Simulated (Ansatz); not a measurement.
Runs of Ansatz 0.2.0 on TePb. It takes space group Fm-3m (No. 225, cubic). The conventional cell has a = 6.462 Å, b = 6.462 Å, c = 6.462 Å, α = 90.00°, β = 90.00°, γ = 90.00°. Around Pb (site symmetry m-3m) lie 6 Te at 3.23 Å. Around Te (site symmetry m-3m) lie 6 Pb at 3.23 Å. 

```tsv
task	level	spin	cell	k mesh	cutoff (eV)	points for each segment of the path	gap on the mesh (eV)	pressure (GPa)	relaxed volume (Å³/atom)
band structure	r2SCANh	off	as given	4 × 4 × 4	500	4	1.37	1.4	-
relaxation of cell and atoms	HSEsol	off	relaxed	4 × 4 × 4	420	-	1.03	0.0	33.36
band structure	PBE0	off	as given	4 × 4 × 4	420	4	1.70	1.2	-
single point	HSE06	SOC, no magnetisation	as given	3 × 3 × 3	420	-	-	0.8	-
band structure	HSEsol	off	as given	4 × 4 × 4	420	4	(b)	-0.5	-
band structure	HSE03	off	as given	4 × 4 × 4	420	4	1.00	(c)	-
band structure	r2SCAN0	off	as given	4 × 4 × 4	500	4	(a)	1.0	-
relaxation of cell and atoms	HSE03	off	relaxed	4 × 4 × 4	420	-	1.07	0.0	34.72
```

Alike in all rows: potentials or basis Ansatz PAW; smearing fermi-dirac 0.05 eV; the mesh is coarse, so values aren't converged.

Question: Estimate the missing entries.

Answer: (a) 1.91; (b) 1.06; (c) 1.3.

Caveats: all runs use coarse meshes; the PAW data sets come from PBE, with cores solved anew for the run's functional, which leaves a small shift of forces and pressure; spin-orbit coupling is left out, which as a rule narrows the gap of such compounds by several tenths of an eV (some runs); the thresholds are loose for stress (some runs); the plane-wave basis is chosen anew once the cell has moved, so the energies of steps on either side of that aren't comparable (some runs).

A k mesh can miss the band edges, and rows without SOC leave out spin-orbit coupling on Pb, Te.
